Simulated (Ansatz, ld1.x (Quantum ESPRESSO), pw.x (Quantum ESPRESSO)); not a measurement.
Ti (Z = 22): one change to the RRKJ potential, in the atom and in the fcc crystal

Ti (Z = 22), norm-conserving RRKJ (Kleinman–Bylander form), made with ld1.x (Quantum ESPRESSO) 7.5 (PBE, scalar-relativistic). Core [Ar], reference 3d2.5 4s1.5 4p0. Waves: 4s (bound): rc 2.80 bohr; 3d (bound): rc 2.35 bohr; 4f channel at 0.1 Ry: rc 2.90 bohr; 4p (bound, empty): rc 3.15 bohr. Local part: the p channel. Core correction: a·sin(br)/r model core inside 1.40 bohr. rho0 = 0.02.

Change: all radii but the core radius scaled by about 1.11 (s 3.12, p 3.50, d 2.62, f 3.22 bohr).

Cutoffs, loose and tight: the cutoffs (Ry, on a coarse ladder) from which the occupation-weighted sum of valence levels, in a spherical-Bessel basis at the reference potential, stays within 10 and 1 mRy of its value at 400 Ry. They do not see the model core or the augmentation charge, which bear on the density cutoff. Test errors are all-electron minus pseudo excitation energies from the reference, over the configurations 3d2 4s2 4p0; 3d2 4s1 4p0; 3d2 4s0 4p0; 3d1 4s2 4p1; 3d3 4s0 4p0; 3d1 4s0 4p0; 3d2 4s1.5 4p0; variants that change the core or the reference have their own tests.

Crystal test: fcc Ti in pw.x 7.5, no spin, 14³ k-points, Fermi–Dirac smearing 0.01 Ry, cutoffs set for each file from its atomic test. The reference is all-electron LAPW (Ansatz 0.2.0) with the same functional, mesh and smearing; V0 and B0 come from Birch–Murnaghan fits to the pressures at five volumes. Errors are pseudo minus all-electron; Δ is the rms difference of the E(V) curves that follow from these fits, minima aligned, over ±6 % about the mean V0. Mesh and smearing are coarse, so the numbers serve the comparison and aren't converged zero-temperature values; the lattice is a test structure that the element need not adopt.

All-electron: a0 = 4.119 Å (V0 = 17.47 Å³/atom), B0 = 106.1 GPa.

Does the change bring the crystal closer to the all-electron result?

The mean pressure error goes from +9.33 to +10.81 GPa, so the change moves the solid further from the all-electron pressures. Neither pressure curve crosses zero within the volumes sampled, so no fits are given.

```csv
quantity,base,changed
outcome (atom),generated,generated
"cutoff, loose (atom)",30 Ry,25 Ry
"cutoff, tight (atom)",35 Ry,30 Ry
bound ghosts (atom),none,none
largest test error (meV) (atom),+267 over the solved tests; 1 of 7 tests not solved or not reliable,+477 over the solved tests; 2 of 7 tests not solved or not reliable
cutoffs in pw.x (Ry),50/200,50/200
mean pressure error (GPa),+9.33,+10.81
```

Base: The largest radius (3.15 bohr) exceeds half the bond length (2.75 bohr), so the spheres overlap, which is one possible source of error among others. This is a poor potential for the solid. Atomic configuration tests: 1 of 7 tests not solved or not reliable. The logarithmic derivative shows an extra or strongly shifted pseudo pole above the reference energy (s near 1.38 Ry). Changed file: The largest radius (3.50 bohr) exceeds half the bond length (2.75 bohr), so the spheres overlap, which is one possible source of error among others. This is a poor potential for the solid. Atomic configuration tests: 2 of 7 tests not solved or not reliable. The logarithmic derivative shows an extra or strongly shifted pseudo pole above the reference energy (s near 1.08 Ry). The atomic cutoffs weigh occupied waves only.
